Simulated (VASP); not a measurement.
# Si (Fd-3m) in VASP: Born charges and dielectric tensor with LDA

Aim: the Born charges and dielectric tensor of Si with LDA.

All numbers are computed with VASP 6.6.1; they aren't measurements. Logs are shortened: lines on timing, memory, paths and dates and some standing lists are left out, and cuts for length are marked.

## Step 1: The crystal as given

It takes space group Fd-3m (No. 227, cubic). The conventional cell has a = 5.437 Å, b = 5.437 Å, c = 5.437 Å, α = 90.00°, β = 90.00°, γ = 90.00°. Around Si (site symmetry -43m) lie 4 Si at 2.35 Å.

## Step 2: Born charges and dielectric tensor, LDA

INCAR

```
PREC     = Accurate       # precision mode
ENCUT    = 600            # plane-wave cutoff, eV
EDIFF    = 1E-8           # SCF threshold, eV
ISMEAR   = 0              # smearing method
SIGMA    = 0.02           # smearing width, eV
LREAL    = False          # projectors in reciprocal space
LASPH    = True           # aspherical terms in the spheres
NELM     = 80             # most SCF steps
ALGO     = Fast           # electronic algorithm
ISIF     = 2              # what is computed and relaxed
LWAVE    = False          # write WAVECAR
LCHARG   = False          # write CHGCAR
GGA      = CA             # functional
LEPSILON = True           # dielectric tensor by DFPT
IBRION   = 8              # ionic algorithm
NSW      = 1              # ionic steps
```

KPOINTS

```
regular mesh
0
Gamma
  14 14 14
```

POSCAR

```
Si
1.0
    0.0000000000      2.7185000000      2.7185000000
    2.7185000000      0.0000000000      2.7185000000
    2.7185000000      2.7185000000      0.0000000000
Si
2
Direct
    0.5000000000      0.5000000000      0.5000000000
    0.7500000000      0.7500000000      0.7500000000
```

Potentials or basis: VASP PAW LDA potentials, release 64 (Si).

Started as:

```
$ cat potpaw_LDA.64/Si/POTCAR > POTCAR
$ mpirun -np 1 vasp_std > vasp.out
```

OUTCAR:

```text
PREC = Accurate
   ENCUT = 600
   EDIFF = 1E-8
   ISMEAR = 0
   LREAL = False
   LASPH = True
   NELM = 80
   ISIF = 2
   GGA = CA
   LEPSILON = True
   IBRION = 8
   NSW = 1

 ion  position               nearest neighbor table
   1  0.500  0.500  0.500-   2 2.35   2 2.35   2 2.35   2 2.35
   2  0.750  0.750  0.750-   1 2.35   1 2.35   1 2.35   1 2.35

  LATTYP: Found a face centered cubic cell.
 ALAT       =     5.4370000000

  Lattice vectors:

 A1 = (   0.0000000000,   2.7185000000,   2.7185000000)
 A2 = (   2.7185000000,   0.0000000000,   2.7185000000)
 A3 = (   2.7185000000,   2.7185000000,   0.0000000000)

Analysis of symmetry for initial positions (statically):
=====================================================================
 Subroutine PRICEL returns:
 Original cell was already a primitive cell.

 Routine SETGRP: Setting up the symmetry group for a
 face centered cubic supercell.

 Subroutine GETGRP returns: Found 48 space group operations
 (whereof 24 operations were pure point group operations)
 out of a pool of 48 trial point group operations.

The static configuration has the point symmetry T_d .
 The point group associated with its full space group is O_h .

Analysis of symmetry for dynamics (positions and initial velocities):
=====================================================================
 Subroutine PRICEL returns:
 Original cell was already a primitive cell.

 Routine SETGRP: Setting up the symmetry group for a
 face centered cubic supercell.

 Subroutine GETGRP returns: Found 48 space group operations
 (whereof 24 operations were pure point group operations)
 out of a pool of 48 trial point group operations.

The dynamic configuration has the point symmetry T_d .
 The point group associated with its full space group is O_h .

 Subroutine INISYM returns: Found 48 space group operations
 (whereof 24 operations are pure point group operations),
 and found     1 'primitive' translations

----------------------------------------------------------------------------------------

                                     Primitive cell

  volume of cell :      40.1807

  direct lattice vectors                    reciprocal lattice vectors
     0.000000000  2.718500000  2.718500000    -0.183924959  0.183924959  0.183924959
     2.718500000  0.000000000  2.718500000     0.183924959 -0.183924959  0.183924959
     2.718500000  2.718500000  0.000000000     0.183924959  0.183924959 -0.183924959

  length of vectors
     3.844539569  3.844539569  3.844539569     0.318567373  0.318567373  0.318567373

  position of ions in fractional coordinates (direct lattice)
     0.500000000  0.500000000  0.500000000
     0.750000000  0.750000000  0.750000000

  ion indices of the primitive-cell ions
   primitive index   ion index
                 1           1
                 2           2

----------------------------------------------------------------------------------------

 KPOINTS: regular mesh

Automatic generation of k-mesh.
 Grid dimensions read from file:
 generate k-points for:   14   14   14

[... 410 lines left out ...]
 ------------------------------------------------------
          14.208663    -0.000000    -0.000000
           0.000000    14.208663     0.000000
           0.000000     0.000000    14.208663
 ------------------------------------------------------

 Free energy of the ion-electron system (eV)
  ---------------------------------------------------
  ---------------------------------------------------
  free energy    TOTEN  =        -1.46303333 eV

  energy without entropy =       -1.46303333

------------------------ aborting loop because EDIFF is reached ----------------------------------------

--------------------------------------- Ionic step        2  -------------------------------------------

------------------------ aborting loop because EDIFF is reached ----------------------------------------

--------------------------------------- Ionic step        3  -------------------------------------------

------------------------ aborting loop because EDIFF is reached ----------------------------------------

 PIEZOELECTRIC TENSOR FIELD DIRECTION 3  (e Angst)
 -----------------------------------------------------------------------------
     0.00074  0.00000  0.00000           (  0.00000  0.00000  0.00000)
     0.00000  0.00074  0.00000           (  0.00000  0.00000  0.00000)
     0.00000  0.00000 -0.00634           (  0.00000  0.00000  0.00000)

 PIEZOELECTRIC TENSOR FIELD DIRECTION 3  (C/m^2)
 -----------------------------------------------------------------------------
     0.00029  0.00000  0.00000
     0.00000  0.00029  0.00000
     0.00000  0.00000 -0.00253

--------------------------------------- Ionic step        4  -------------------------------------------

 Free energy of the ion-electron system (eV)
  ---------------------------------------------------
  ---------------------------------------------------
  free energy    TOTEN  =        -0.01767679 eV

  energy without entropy =       -0.01767679

------------------------ aborting loop because EDIFF is reached ----------------------------------------

 INTERNAL STRAIN TENSOR  FOR ION    1  DIRECTION 1   (eV/Angst):
 -----------------------------------------------------------------------------
    -0.00508  0.00000  0.00000
     0.00000  0.00315  8.82544
     0.00000  8.82544  0.00315

 MACROSCOPIC STATIC DIELECTRIC TENSOR (including local field effects in DFT)
 ------------------------------------------------------
          13.412820    -0.000000     0.000000
          -0.000000    13.412820     0.000000
           0.000000    -0.000000    13.412820
 ------------------------------------------------------

 PIEZOELECTRIC TENSOR (including local field effects)  for field in x, y, z        (e  Angst)
          XX          YY          ZZ          XY          YZ          ZX
  --------------------------------------------------------------------------------
  x     0.00000     0.00000    -0.00000     0.00000     0.00000     0.00000
  y    -0.00000     0.00000     0.00000     0.00000     0.00000     0.00000
  z    -0.00000    -0.00000    -0.00000     0.00000     0.00000     0.00000

 PIEZOELECTRIC TENSOR (including local field effects)  for field in x, y, z        (C/m^2)
          XX          YY          ZZ          XY          YZ          ZX
  --------------------------------------------------------------------------------
  x     0.00000     0.00000    -0.00000     0.00000     0.00000     0.00000
  y    -0.00000     0.00000     0.00000     0.00000     0.00000     0.00000
  z    -0.00000    -0.00000    -0.00000     0.00000     0.00000     0.00000

 BORN EFFECTIVE CHARGES (including local field effects) (in |e|, cummulative output)
 ---------------------------------------------------------------------------------
 ion    1
    1     0.00000     0.00000     0.00000
    2     0.00000     0.00000     0.00000
    3     0.00000    -0.00000     0.00000
 ion    2
    1    -0.00000     0.00000     0.00000
    2    -0.00000    -0.00000     0.00000
    3    -0.00000     0.00000    -0.00000

 INTERNAL STRAIN TENSOR FOR ION    2 for displacements in x,y,z  (eV/Angst):
          X           Y           Z          XY          YZ          ZX
  --------------------------------------------------------------------------------
  x     0.00000    -0.00000    -0.00000     0.00000    -8.82544     0.00000
  y    -0.00000    -0.00000    -0.00000     0.00000     0.00000    -8.82544
  z    -0.00000    -0.00000     0.00000    -8.82544     0.00000     0.00000

 SECOND DERIVATIVES (NOT SYMMETRIZED)
 ------------------------------------
               1X          1Y          1Z          2X          2Y          2Z
  1X   -13.069788    0.000000    0.000000   13.069788    0.000000    0.000000
  1Y     0.000000  -13.069788    0.000000    0.000000   13.069788    0.000000
  1Z     0.000000    0.000000  -13.069788    0.000000    0.000000   13.069788
  2X    13.069788    0.000000    0.000000  -13.069788    0.000000    0.000000
  2Y     0.000000   13.069788    0.000000    0.000000  -13.069788    0.000000
  2Z     0.000000    0.000000   13.069788    0.000000    0.000000  -13.069788

 Eigenvectors and eigenvalues of the dynamical matrix
 ----------------------------------------------------

   1 f  =   15.082134 THz    94.763840 2PiTHz  503.085822 cm-1    62.374664 meV
             X         Y         Z           dx          dy          dz
      2.718500  2.718500  2.718500     0.000000   -0.707107    0.000000
      4.077750  4.077750  4.077750     0.000000    0.707107    0.000000
[... 21 lines left out ...]
   6 f  =    0.000000 THz     0.000000 2PiTHz    0.000000 cm-1     0.000000 meV
             X         Y         Z           dx          dy          dz
      2.718500  2.718500  2.718500     0.000000    0.000000    0.707107
      4.077750  4.077750  4.077750     0.000000    0.000000    0.707107

--------------------------------------------------------------------------------------------------------

 MACROSCOPIC STATIC DIELECTRIC TENSOR IONIC CONTRIBUTION
 ------------------------------------------------------
           0.000000     0.000000     0.000000
           0.000000     0.000000    -0.000000
           0.000000    -0.000000     0.000000
 ------------------------------------------------------

 ELASTIC MODULI CONTR FROM IONIC RELAXATION (kBar)
 Direction    XX          YY          ZZ          XY          YZ          ZX
 --------------------------------------------------------------------------------
 XX          -0.0000     -0.0000      0.0000     -0.0000      0.0000     -0.0000
 YY          -0.0000     -0.0000     -0.0000     -0.0000     -0.0000     -0.0000
 ZZ           0.0000     -0.0000     -0.0000      0.0000     -0.0000     -0.0000
 XY          -0.0000     -0.0000      0.0000   -237.6276      0.0000      0.0000
 YZ           0.0000     -0.0000     -0.0000      0.0000   -237.6276      0.0000
 ZX          -0.0000     -0.0000     -0.0000      0.0000      0.0000   -237.6276
 --------------------------------------------------------------------------------

 PIEZOELECTRIC TENSOR IONIC CONTR  for field in x, y, z        (C/m^2)
          XX          YY          ZZ          XY          YZ          ZX
  --------------------------------------------------------------------------------
  x    -0.00000     0.00000     0.00000     0.00000     0.00000     0.00000
  y     0.00000     0.00000     0.00000    -0.00000     0.00000     0.00000
  z     0.00000     0.00000    -0.00000     0.00000     0.00000    -0.00000
```

Run time: 4.9 min. Hardware: 1 thread of Intel Xeon Platinum 8559C (Emerald Rapids), shared host; peak memory 0.48 GiB.

What came out:

* Band gap on the k mesh: 0.48 eV, indirect (least direct gap 2.52 eV)
* Electronic dielectric tensor (diagonal): 13.41
* Born charges (mean of the diagonal): Si +0.00 e
* Highest phonon frequency at Γ: 503 cm⁻¹

Phonon frequencies in cm⁻¹ (negative: imaginary):
| q point | frequencies |
| --- | --- |
| (0.000, 0.000, 0.000) | 0 0 0 503 503 503 |

Electronic dielectric tensor:
```
13.41  0.00  0.00
 0.00 13.41  0.00
 0.00  0.00 13.41
```

Born effective charge tensors (e):
atom 1, Si
```
0.00 0.00 0.00
0.00 0.00 0.00
0.00 0.00 0.00
```
atom 2, Si
```
0.00 0.00 0.00
0.00 0.00 0.00
0.00 0.00 0.00
```

Caveat: the gap is small at this level, which inflates the dielectric constant. Expect the measured gap to be larger: semilocal functionals such as LDA lack the derivative discontinuity.
